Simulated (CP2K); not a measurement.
# Ca (I4/mmm) in CP2K: reference runs

How does Ca come out in PBE? The cell is run as given and disturbed, and energy against volume gives the equilibrium volume and stiffness.

All numbers are computed with CP2K 2026.2; they aren't measurements. Logs are shortened: lines on timing, memory, paths and dates and some standing lists are left out, and cuts for length are marked.

## Step 1: The structure

The structure is tetragonal, space group I4/mmm (No. 139). The conventional cell has a = 4.410 Å, b = 4.410 Å, c = 4.392 Å, α = 90.00°, β = 90.00°, γ = 90.00°. Ca (site symmetry 4/mmm) is surrounded by 8 Ca at 3.81 Å.

This isn't the form of Ca at room conditions, which is fcc.

## Step 2: Single point, PBE

ca_scf.inp

```
&GLOBAL
  PROJECT ca_scf
  RUN_TYPE ENERGY_FORCE
  PRINT_LEVEL LOW
&END GLOBAL
&FORCE_EVAL
  METHOD QS
  STRESS_TENSOR ANALYTICAL
  &DFT
    BASIS_SET_FILE_NAME BASIS_MOLOPT_UZH
    POTENTIAL_FILE_NAME POTENTIAL_UZH
    &MGRID
      CUTOFF 450
      REL_CUTOFF 60
      NGRIDS 4
    &END MGRID
    &QS
      METHOD GPW
      EPS_DEFAULT 1.0E-10
    &END QS
    &KPOINTS
      SCHEME MONKHORST-PACK 9 9 9
      GAMMA_CENTERED T
      SYMMETRY T
      SYMMETRY_BACKEND SPGLIB
    &END KPOINTS
    &SCF
      SCF_GUESS ATOMIC
      EPS_SCF 1.0E-6
      MAX_SCF 100
      ADDED_MOS 8
      CHOLESKY OFF
      EPS_EIGVAL 1.0E-7
      &DIAGONALIZATION ON
        ALGORITHM STANDARD
      &END DIAGONALIZATION
      &MIXING ON
        METHOD BROYDEN_MIXING
        ALPHA 0.4
        BETA 1.5
        NBUFFER 8
      &END MIXING
      &SMEAR ON
        METHOD FERMI_DIRAC
        ELECTRONIC_TEMPERATURE [K] 580.226
      &END SMEAR
    &END SCF
    &XC
      &XC_FUNCTIONAL PBE
      &END XC_FUNCTIONAL
    &END XC
    &PRINT
      &KPOINTS ON
      &END KPOINTS
      &MULLIKEN ON
      &END MULLIKEN
      &MO ON
        ENERGIES T
        OCCUPATION_NUMBERS T
        &EACH
          QS_SCF 0
        &END EACH
        ADD_LAST NUMERIC
      &END MO
      &LOWDIN ON
      &END LOWDIN
      &HIRSHFELD ON
        SHAPE_FUNCTION DENSITY
      &END HIRSHFELD
    &END PRINT
  &END DFT
  &SUBSYS
    &CELL
      A 3.8142859872 0.0000000000 0.0000000000
      B -1.2854141224 3.5911680727 0.0000000000
      C -1.2644359324 -1.7955840363 3.1186306825
      PERIODIC XYZ
    &END CELL
    &COORD
      SCALED
      Ca  0.5000000000 0.5000000000 0.0000000000
    &END COORD
    &KIND Ca
      BASIS_SET TZVP-MOLOPT-PBE-GTH-q10
      POTENTIAL GTH-PBE-q10
    &END KIND
    &PRINT
      &ATOMIC_COORDINATES ON
      &END ATOMIC_COORDINATES
      &CELL ON
      &END CELL
    &END PRINT
  &END SUBSYS
  &PRINT
    &FORCES ON
    &END FORCES
    &STRESS_TENSOR ON
    &END STRESS_TENSOR
  &END PRINT
&END FORCE_EVAL
```

Potentials or basis: POTENTIAL_UZH Ca GTH-PBE-q10; TZVP-MOLOPT-PBE-GTH basis.

The run is started by

```sh
OMP_NUM_THREADS=1 cp2k.psmp -i ca_scf.inp -o ca_scf.out
```

ca_scf.out:

```text

 CP2K| version string:                                       CP2K version 2026.2
 CP2K| Input file name                                                ca_scf.inp

 GLOBAL| Force Environment number                                              1
 GLOBAL| Basis set file name                                    BASIS_MOLOPT_UZH
 GLOBAL| Potential file name                                       POTENTIAL_UZH
 GLOBAL| MM Potential file name                                     MM_POTENTIAL
 GLOBAL| Coordinate file name                                      __STD_INPUT__
 GLOBAL| Method name                                                        CP2K
 GLOBAL| Project name                                                     ca_scf
 GLOBAL| Run type                                                   ENERGY_FORCE
 GLOBAL| FFT library                                                       FFTW3
 GLOBAL| Diagonalization library                                       ScaLAPACK
 GLOBAL| Cholesky decomposition library                                ScaLAPACK
 GLOBAL| DGEMM library                                                      BLAS
 GLOBAL| Direct generalized diagonalization requested                          F
 GLOBAL| Matrix multiplication library                                 ScaLAPACK
 GLOBAL| Global print level                                                  LOW
 GLOBAL| Total number of message passing processes                             1
 GLOBAL| Number of threads for this process                                    1
 GLOBAL| CPU model name                                                  UNKNOWN

 CELL| Volume [angstrom^3]:                                            42.718199
 CELL| Vector a [angstrom]:       3.814     0.000     0.000   |a| =     3.814286
 CELL| Vector b [angstrom]:      -1.285     3.591     0.000   |b| =     3.814286
 CELL| Vector c [angstrom]:      -1.264    -1.796     3.119   |c| =     3.814286
 CELL| Angle (b,c), alpha [degree]:                                   109.359847
 CELL| Angle (a,c), beta  [degree]:                                   109.359847
 CELL| Angle (a,b), gamma [degree]:                                   109.694199
 CELL| Numerically orthorhombic:                                              NO
 CELL| Periodicity                                                           XYZ

 CELL_REF| Volume [angstrom^3]:                                        42.718199
 CELL_REF| Vector a [angstrom     3.814     0.000     0.000   |a| =     3.814286
 CELL_REF| Vector b [angstrom    -1.285     3.591     0.000   |b| =     3.814286
 CELL_REF| Vector c [angstrom    -1.264    -1.796     3.119   |c| =     3.814286
 CELL_REF| Angle (b,c), alpha [degree]:                               109.359847
 CELL_REF| Angle (a,c), beta  [degree]:                               109.359847
 CELL_REF| Angle (a,b), gamma [degree]:                               109.694199
 CELL_REF| Numerically orthorhombic:                                          NO
 CELL_REF| Periodicity                                                       XYZ

 GENERATE|  Preliminary Number of Bonds generated:                             0
 GENERATE|  Achieved consistency in connectivity generation.

[... 149 lines left out ...]
 MO|  Index      Eigenvalue [a.u.]        Eigenvalue [eV]             Occupation
 MO|      1              -1.393850             -37.928591               2.000000
 MO|      2              -0.696797             -18.960802               2.000000
 MO|      3              -0.696783             -18.960429               2.000000
 MO|      4              -0.695993             -18.938943               2.000000
 MO|      5               0.164865               4.486200               0.028063
 MO|      6               0.165196               4.495223               0.023484
 MO|      7               0.244267               6.646832               0.000000
 MO|      8               0.288450               7.849113               0.000000
 MO|      9               0.289512               7.878034               0.000000
 MO|     10               0.338659               9.215377               0.000000
 MO|     11               0.339028               9.225429               0.000000
 MO|     12               0.339720               9.244249               0.000000
 MO|     13               0.485301              13.205701               0.000000
[... 235 lines left out ...]
 MO|      2              -0.697415             -18.977633               2.000000
 MO|      3              -0.695603             -18.928327               2.000000
 MO|      4              -0.694703             -18.903840               2.000000
 MO|      5               0.135081               3.675730               1.999987
 MO|      6               0.170124               4.629314               0.001625
 MO|      7               0.232886               6.337144               0.000000
 MO|      8               0.248969               6.774795               0.000000
 MO|      9               0.298160               8.113338               0.000000
 MO|     10               0.315368               8.581588               0.000000
 MO|     11               0.360481               9.809189               0.000000
 MO|     12               0.424852              11.560798               0.000000
 MO|     13               0.533299              14.511790               0.000000
 MO| Sum:                                                              10.001612
 MO| E(Fermi):            0.157051 a.u.          4.273584 eV

 [... the levels of further k-points ...]

 !-----------------------------------------------------------------------------!
                     Mulliken Population Analysis

 #  Atom  Element  Kind  Atomic population                           Net charge
       1     Ca       1         10.000000                             -0.000000
 # Total charge                             10.000000                 -0.000000

 !-----------------------------------------------------------------------------!

 !-----------------------------------------------------------------------------!
                           Hirshfeld Charges

  #Atom  Element  Kind  Ref Charge     Population                    Net charge
      1       Ca     1      10.000         10.000                        -0.000

  Total Charge                                                           -0.000
 !-----------------------------------------------------------------------------!

 LOWDIN POPULATION ANALYSIS

 #  Atom  Element  Kind  Atomic population                           Net charge
       1     Ca       1         10.000000                              0.000000
 # Total charge                             10.000000                  0.000000

 ENERGY| Total FORCE_EVAL ( QS ) energy [hartree]            -36.737175932059429

 FORCES| Atomic forces [hartree/bohr]
 FORCES|   Atom     x               y               z               |f|
 FORCES|      1  1.05501355E-14  5.66886619E-14 -2.00389417E-14   6.10448108E-14
 FORCES| Sum     1.05501355E-14  5.66886619E-14 -2.00389417E-14
 FORCES| Total atomic force                                       6.10448108E-14

 STRESS| Analytical stress tensor [bar]
 STRESS|                        x                   y                   z
 STRESS|      x       -1.53500674826E+01   8.01495844879E+01  -4.66382266224E-03
 STRESS|      y        8.01495844879E+01   4.20270291184E+01  -6.64548063848E-03
 STRESS|      z       -4.66382266224E-03  -6.64548063848E-03  -7.18021792570E+01
 STRESS| 1/3 Trace                                            -1.50417392071E+01
 STRESS| Determinant                                           5.07574896453E+05

 STRESS| Eigenvectors and eigenvalues of the analytical stress tensor [bar]
 STRESS|                        1                   2                   3
 STRESS| Eigenvalues  -7.18021796589E+01  -7.17907661813E+01   9.84677282191E+01
 STRESS|      x          -0.000902179156      0.817617967131      0.575760406677
 STRESS|      y           0.000693624788     -0.575759990842      0.817618463484
 STRESS|      z           0.999999352479      0.001137000026     -0.000047681427
```

Run time: 13 s. Hardware: 1 thread of Arm Neoverse V1, shared host; peak memory 0.25 GiB.

Results:

* Free energy: -999.6694 eV
* Pressure: 0.0 GPa
* Band gap on the k mesh: none (metal or under the smearing width)

Caveat: the basis of atomic orbitals isn't converged, which shifts pressures, moduli and gaps.

## Step 3: Single point, PBE (cell strained at random at fixed volume)

ca_scf.inp: that of step 2 with these lines changed.

```diff
@@ -44,3 +44,3 @@
         METHOD FERMI_DIRAC
-        ELECTRONIC_TEMPERATURE [K] 580.226
+        ELECTRONIC_TEMPERATURE 580.23
       &END SMEAR
@@ -73,5 +73,4 @@
     &CELL
-      A 3.8142859872 0.0000000000 0.0000000000
-      B -1.2854141224 3.5911680727 0.0000000000
-      C -1.2644359324 -1.7955840363 3.1186306825
+      ABC 3.7685541916 3.8340243081 3.8507936137
+      ALPHA_BETA_GAMMA 109.4261512007 109.5116864773 109.6881466124
       PERIODIC XYZ
@@ -80,3 +79,3 @@
       SCALED
-      Ca  0.5000000000 0.5000000000 0.0000000000
+      Ca  0.5065310000 0.4948170000 -0.0060770000
     &END COORD
@@ -91,2 +90,4 @@
       &END CELL
+      &SYMMETRY ON
+      &END SYMMETRY
     &END PRINT
```

Potentials or basis: POTENTIAL_UZH Ca GTH-PBE-q10; TZVP-MOLOPT-PBE-GTH basis.

The run is started by

```sh
OMP_NUM_THREADS=1 cp2k.psmp -i ca_scf.inp -o ca_scf.out
```

ca_scf.out:

```text

 CP2K| version string:                                       CP2K version 2026.2
 CP2K| Input file name                                                ca_scf.inp

 GLOBAL| Force Environment number                                              1
 GLOBAL| Basis set file name                                    BASIS_MOLOPT_UZH
 GLOBAL| Potential file name                                       POTENTIAL_UZH
 GLOBAL| MM Potential file name                                     MM_POTENTIAL
 GLOBAL| Coordinate file name                                      __STD_INPUT__
 GLOBAL| Method name                                                        CP2K
 GLOBAL| Project name                                                     ca_scf
 GLOBAL| Run type                                                   ENERGY_FORCE
 GLOBAL| FFT library                                                       FFTW3
[... 8 lines left out ...]
 GLOBAL| CPU model name                                                  UNKNOWN

 CELL| Volume [angstrom^3]:                                            42.718202
 CELL| Vector a [angstrom]:       3.769     0.000     0.000   |a| =     3.768554
 CELL| Vector b [angstrom]:      -1.292     3.610     0.000   |b| =     3.834024
 CELL| Vector c [angstrom]:      -1.286    -1.820     3.140   |c| =     3.850794
 CELL| Angle (b,c), alpha [degree]:                                   109.426151
 CELL| Angle (a,c), beta  [degree]:                                   109.511686
 CELL| Angle (a,b), gamma [degree]:                                   109.688147
 CELL| Numerically orthorhombic:                                              NO
 CELL| Periodicity                                                           XYZ

 CELL_REF| Volume [angstrom^3]:                                        42.718202
 CELL_REF| Vector a [angstrom     3.769     0.000     0.000   |a| =     3.768554
 CELL_REF| Vector b [angstrom    -1.292     3.610     0.000   |b| =     3.834024
 CELL_REF| Vector c [angstrom    -1.286    -1.820     3.140   |c| =     3.850794
 CELL_REF| Angle (b,c), alpha [degree]:                               109.426151
 CELL_REF| Angle (a,c), beta  [degree]:                               109.511686
 CELL_REF| Angle (a,b), gamma [degree]:                               109.688147
 CELL_REF| Numerically orthorhombic:                                          NO
 CELL_REF| Periodicity                                                       XYZ
[... 9 lines left out ...]
 TOTAL NUMBERS AND MAXIMUM NUMBERS

  Total number of            - Atomic kinds:                                   1
                             - Atoms:                                          1
                             - Shell sets:                                     1
[... 394 lines left out ...]
 MO|      2              -0.697660             -18.984295               2.000000
 MO|      3              -0.695471             -18.924722               2.000000
 MO|      4              -0.693650             -18.875165               2.000000
 MO|      5               0.132937               3.617413               1.999996
 MO|      6               0.167448               4.556490               0.007125
 MO|      7               0.198499               5.401428               0.000000
 MO|      8               0.280358               7.628941               0.000000
 MO|      9               0.291631               7.935689               0.000000
 MO|     10               0.335086               9.118162               0.000000
 MO|     11               0.344440               9.372679               0.000000
 MO|     12               0.412243              11.217701               0.000000
 MO|     13               0.522161              14.208712               0.000000
 MO| Sum:                                                              10.007121
 MO| E(Fermi):            0.157096 a.u.          4.274803 eV

 [... the levels of further k-points ...]

 !-----------------------------------------------------------------------------!
                     Mulliken Population Analysis

 #  Atom  Element  Kind  Atomic population                           Net charge
       1     Ca       1         10.000000                              0.000000
 # Total charge                             10.000000                  0.000000

 !-----------------------------------------------------------------------------!

 !-----------------------------------------------------------------------------!
                           Hirshfeld Charges

  #Atom  Element  Kind  Ref Charge     Population                    Net charge
      1       Ca     1      10.000         10.000                        -0.000

  Total Charge                                                           -0.000
 !-----------------------------------------------------------------------------!

 LOWDIN POPULATION ANALYSIS

 #  Atom  Element  Kind  Atomic population                           Net charge
       1     Ca       1         10.000000                              0.000000
 # Total charge                             10.000000                  0.000000

 ENERGY| Total FORCE_EVAL ( QS ) energy [hartree]            -36.737138831548954

 FORCES| Atomic forces [hartree/bohr]
 FORCES|   Atom     x               y               z               |f|
 FORCES|      1  1.60069330E-06  5.23765626E-07  1.70295658E-06   2.39512225E-06
 FORCES| Sum     1.60069330E-06  5.23765626E-07  1.70295658E-06
 FORCES| Total atomic force                                       2.39512225E-06

 STRESS| Analytical stress tensor [bar]
 STRESS|                        x                   y                   z
 STRESS|      x        2.97191474777E+03   1.42436488727E+02   7.26503396452E+02
 STRESS|      y        1.42436488727E+02  -1.63976110914E+03   1.14443994933E+03
 STRESS|      z        7.26503396452E+02   1.14443994933E+03  -1.65548267834E+03
 STRESS| 1/3 Trace                                            -1.07776346570E+02
 STRESS| Determinant                                           5.31102331624E+09

 STRESS| Eigenvectors and eigenvalues of the analytical stress tensor [bar]
 STRESS|                        1                   2                   3
 STRESS| Eigenvalues  -2.82268090338E+03  -6.05921759189E+02   3.10527362286E+03
 STRESS|      x          -0.073483921087     -0.165253988931      0.983509650427
 STRESS|      y          -0.688856311873      0.721532796753      0.069766788680
 STRESS|      z           0.721163708831      0.672370093291      0.166857312436
```

Wall time 20 s (1 thread of Arm Neoverse V1, shared host); peak memory 0.26 GiB.

What came out:

| Property | Result |
| --- | --- |
| Free energy | -999.6684 eV |
| Pressure | 0.0 GPa |
| Band gap on the k mesh | none (metal or under the smearing width) |

Stress tensor (GPa, compression positive):
```
 0.30  0.01  0.07
 0.01 -0.16  0.11
 0.07  0.11 -0.17
```

Levels at points of the mesh, in eV from the Fermi level:
```
           k point  band 1  band 2  band 3  band 4  band 5  band 6  band 7  band 8  band 9  band 10
(0.00, 0.00, 0.00)  -42.23  -23.14  -23.14  -23.14   -4.12    2.28    2.40    2.44    3.46     3.54
```

Caveat: the basis of atomic orbitals isn't converged, which shifts pressures, moduli and gaps.

## Step 4: Single point, PBE, 42.72 Å³/atom

ca_eos.inp

```
&GLOBAL
  PROJECT ca_eos
  RUN_TYPE ENERGY_FORCE
  PRINT_LEVEL LOW
&END GLOBAL
&FORCE_EVAL
  METHOD QS
  STRESS_TENSOR ANALYTICAL
  &DFT
    BASIS_SET_FILE_NAME BASIS_MOLOPT_UZH
    POTENTIAL_FILE_NAME POTENTIAL_UZH
    &MGRID
      CUTOFF 450
      REL_CUTOFF 60
      NGRIDS 4
    &END MGRID
    &QS
      METHOD GPW
      EPS_DEFAULT 1.0E-10
    &END QS
    &KPOINTS
      SCHEME MONKHORST-PACK 9 9 9
      GAMMA_CENTERED T
      SYMMETRY T
      SYMMETRY_BACKEND SPGLIB
    &END KPOINTS
    &SCF
      SCF_GUESS ATOMIC
      EPS_SCF 1.0E-6
      MAX_SCF 100
      ADDED_MOS 8
      CHOLESKY OFF
      EPS_EIGVAL 1.0E-7
      &DIAGONALIZATION ON
        ALGORITHM STANDARD
      &END DIAGONALIZATION
      &MIXING ON
        METHOD BROYDEN_MIXING
        ALPHA 0.4
        BETA 1.5
        NBUFFER 8
      &END MIXING
      &SMEAR ON
        METHOD FERMI_DIRAC
        ELECTRONIC_TEMPERATURE [K] 580.226
      &END SMEAR
    &END SCF
    &XC
      &XC_FUNCTIONAL PBE
      &END XC_FUNCTIONAL
    &END XC
    &PRINT
      &KPOINTS ON
      &END KPOINTS
      &MULLIKEN ON
      &END MULLIKEN
      &MO ON
        ENERGIES T
        OCCUPATION_NUMBERS T
        &EACH
          QS_SCF 0
        &END EACH
        ADD_LAST NUMERIC
      &END MO
    &END PRINT
  &END DFT
  &SUBSYS
    &CELL
      ABC 3.8142859872 3.8142859872 3.8142859872
      ALPHA_BETA_GAMMA 109.3598467244 109.3598467247 109.6941988184
      PERIODIC XYZ
    &END CELL
    &COORD
      Ca  1.2644359324 1.7955840363 0.0000000000
    &END COORD
    &KIND Ca
      BASIS_SET TZVP-MOLOPT-PBE-GTH-q10
      POTENTIAL GTH-PBE-q10
    &END KIND
    &PRINT
      &ATOMIC_COORDINATES ON
      &END ATOMIC_COORDINATES
      &CELL ON
      &END CELL
      &SYMMETRY ON
      &END SYMMETRY
    &END PRINT
  &END SUBSYS
  &PRINT
    &FORCES ON
    &END FORCES
    &STRESS_TENSOR ON
    &END STRESS_TENSOR
  &END PRINT
&END FORCE_EVAL
```

The run is started by

```sh
OMP_NUM_THREADS=1 cp2k.psmp -i ca_eos.inp -o ca_eos.out
```

Run time: 13 s. Hardware: 1 thread of Arm Neoverse V1, shared host; peak memory 0.25 GiB.

The run converged. Its results:

```yaml
Free_energy: -999.6694 eV
Pressure: 0.0 GPa
Band_gap_on_the_k_mesh: none (metal or under the smearing width)
```

Caveat: the basis of atomic orbitals isn't converged, which shifts pressures, moduli and gaps.

[end of part 1 of 2]
